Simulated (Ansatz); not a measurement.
Runs of Ansatz 0.2.0 on MoS2. The structure is hexagonal, space group P6_3/mmc (No. 194). The conventional cell has a = 3.169 Å, b = 3.169 Å, c = 12.324 Å, α = 90.00°, β = 90.00°, γ = 120.00°. Around Mo (site symmetry -6m2) lie 6 S at 2.41 Å. Around S (site symmetry 3m) lie 3 Mo at 2.41 Å. 

```csv
task,level,spin,cell,k mesh,cutoff (eV),smearing,points for each segment of the path,gap on the mesh (eV),pressure (GPa),relaxed volume (Å³/atom),largest force (eV/Å)
Born charges and dielectric tensor,PBEsol,off,as given,8 × 8 × 2,420,fixed,-,0.94,-,-,-
relaxation of cell and atoms,r2SCAN,off,relaxed,10 × 10 × 3,500,fermi-dirac 0.05 eV,-,1.28,0.0,18.99,-
relaxation of cell and atoms,LDA,off,relaxed,10 × 10 × 3,420,fermi-dirac 0.05 eV,-,0.76,0.0,16.99,-
band structure,r2SCAN,off,as given,10 × 10 × 3,500,fermi-dirac 0.05 eV,14,1.03,0.8,-,0.24
band structure,PBEsol,off,as given,10 × 10 × 3,420,fermi-dirac 0.05 eV,14,(b),-3.0,-,0.31
band structure,LDA,off,as given,10 × 10 × 3,420,fermi-dirac 0.05 eV,14,0.85,-5.7,-,(a)
band structure,PBEsol,"SOC, no magnetisation",as given,10 × 10 × 3,420,fermi-dirac 0.05 eV,14,0.87,-3.0,-,0.31
```

Alike in all rows: potentials or basis Ansatz PAW.

**Question.** Estimate the missing entries.

**Answer.** (a) 0.48; (b) 0.88.

Caveats: the PAW data sets come from PBE, with cores solved anew for the run's functional, which leaves a small shift of forces and pressure; this functional lacks dispersion, which binds the layers, so the pressure and a relaxed spacing across them are unreliable (some runs); odd divisions of the mesh miss points on the zone boundary, where band edges often lie, so the gap on the mesh can be too wide (some runs); the plane-wave basis is chosen anew once the cell has moved, so the energies of steps on either side of that aren't comparable (some runs).

A k mesh can miss the band edges, and rows without SOC leave out spin-orbit coupling on Mo.

Runs at the PBE level aren't shown here.
